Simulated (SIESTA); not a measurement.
The system is Ni.

```
CELL_PARAMETERS angstrom
-1.38372 1.38372 1.38372
1.38372 -1.38372 1.38372
1.38372 1.38372 -1.38372
ATOMIC_POSITIONS crystal
Ni 0.00000 0.00000 0.00000
```

This isn't the form of Ni at room conditions, which is fcc.

| Quantity | Value |
| --- | --- |
| Program | SIESTA 5.4.2 |
| Task | single point |
| Functional | PBE |
| Potentials or basis | PseudoDojo 0.4 standard (PBE files) |
| Basis | DZP (energy shift 0.003 Ry; two zetas on semicore shells) |
| Grid cutoff | 800 Ry |
| Energy shift | 0.003 Ry |
| k mesh | 13 × 13 × 13 |
| Occupations | fermi-dirac, width 0.05 eV |
| Spin | collinear spin, ferromagnetic start |
| Starting moments | [1.0] μB |

On this cell: pressure 6.7 GPa; net moment 0.61 μB per cell; site moments Ni +0.61 μB; band gap on the k mesh none (metal or under the smearing width).

The same run follows on a disturbed copy (cell strained at random at fixed volume):

```
CELL_PARAMETERS angstrom
-1.38853 1.36313 1.43177
1.33108 -1.36244 1.37363
1.41530 1.38921 -1.43108
ATOMIC_POSITIONS crystal
Ni 0.97925 0.97687 0.98052
```

**Question.** What does the disturbed cell give?

**Answer.** The energy (extrapolated to zero smearing) moves by +11.0 meV/atom; pressure 6.6 GPa; net moment 0.61 μB per cell; site moments Ni +0.61 μB; band gap on the k mesh none (metal or under the smearing width).

Stress tensor (GPa, compression positive):
```
 5.64 -3.06  7.34
-3.06  6.20 -0.41
 7.34 -0.41  7.92
```

Caveats: short orbitals over semicore shells can move pressures by several GPa; the basis of atomic orbitals isn't converged, which shifts pressures, moduli and gaps.
